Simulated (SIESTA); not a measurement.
Here is a SIESTA 5.4.2 calculation.

Contents of TePb.fdf:

```
SystemName                      TePb
SystemLabel                     TePb
NumberOfSpecies                 2
NumberOfAtoms                   2
%block ChemicalSpeciesLabel
  1  82 Pb
  2  52 Te
%endblock ChemicalSpeciesLabel

LatticeConstant                 1.0 Ang
%block LatticeVectors
     0.0000000000     3.2310000000     3.2310000000
     3.2310000000     0.0000000000     3.2310000000
     3.2310000000     3.2310000000     0.0000000000
%endblock LatticeVectors
AtomicCoordinatesFormat         Fractional
%block AtomicCoordinatesAndAtomicSpecies
     0.0000000000     0.0000000000     0.0000000000  1  Pb
     0.5000000000     0.5000000000     0.5000000000  2  Te
%endblock AtomicCoordinatesAndAtomicSpecies

%block kgrid.MonkhorstPack
    5   0   0  0.0
    0   5   0  0.0
    0   0   5  0.0
%endblock kgrid.MonkhorstPack
XC.Functional                   GGA
XC.Authors                      PBE
PAO.BasisSize                   DZP
PAO.EnergyShift                 0.003 Ry
Mesh.Cutoff                     750 Ry
OccupationFunction              FD
ElectronicTemperature           0.05 eV
MaxSCFIterations                120
SCF.MustConverge                false
SCF.Mixer.Method                Pulay
SCF.Mixer.Weight                0.25
SCF.Mixer.History               8
SCF.DM.Tolerance                5.0e-05
SCF.H.Tolerance                 1.0e-03 eV
WriteForces                     true
Charge.Mulliken                 end
MD.TypeOfRun                    Broyden
MD.Steps                        40
MD.MaxForceTol                  0.01 eV/Ang
MD.MaxDispl                     0.1 Ang
WriteCoorStep                   true
AtomCoorFormatOut               Fractional
MD.VariableCell                 true
MD.MaxStressTol                 0.05 GPa
%block PAO.Basis
  Pb 4
  n=6 0 2
    6.167 0.000
  n=6 1 2
    8.915 0.000
  n=5 2 2
    4.155 0.000
  n=6 2 1
    8.915
  Te 4
  n=5 0 2
    5.635 0.000
  n=5 1 2
    7.297 0.000
  n=4 2 2
    3.260 0.000
  n=5 2 1
    7.297
%endblock PAO.Basis
```

Potentials or basis: PseudoDojo 0.4 standard (PBE files), DZP (energy shift 0.003 Ry; two zetas on semicore shells).

Command:

```sh
$ siesta < TePb.fdf > TePb.out 2>&1
```

Predict the relaxed cell.

a = 4.658 Å, b = 4.658 Å, c = 4.658 Å, α = 60.00°, β = 60.00°, γ = 60.00°.

Predict the relaxed volume.

35.73 Å³/atom.

What does it give for the space group after relaxing (to 0.05 Å)?

Fm-3m (No. 225).

Final structure:
```xyz
2
Lattice="0.0002 3.2937 3.2937 3.2937 0.0002 3.2937 3.2937 3.2937 0.0002" Properties=species:S:1:pos:R:3 pbc="T T T"
Pb    0.0000    0.0000    0.0000
Te    3.2938    3.2938    3.2938
```

Caveat: the basis of atomic orbitals isn't converged, which shifts pressures, moduli and gaps. Zero-point motion and thermal expansion aren't in these numbers.
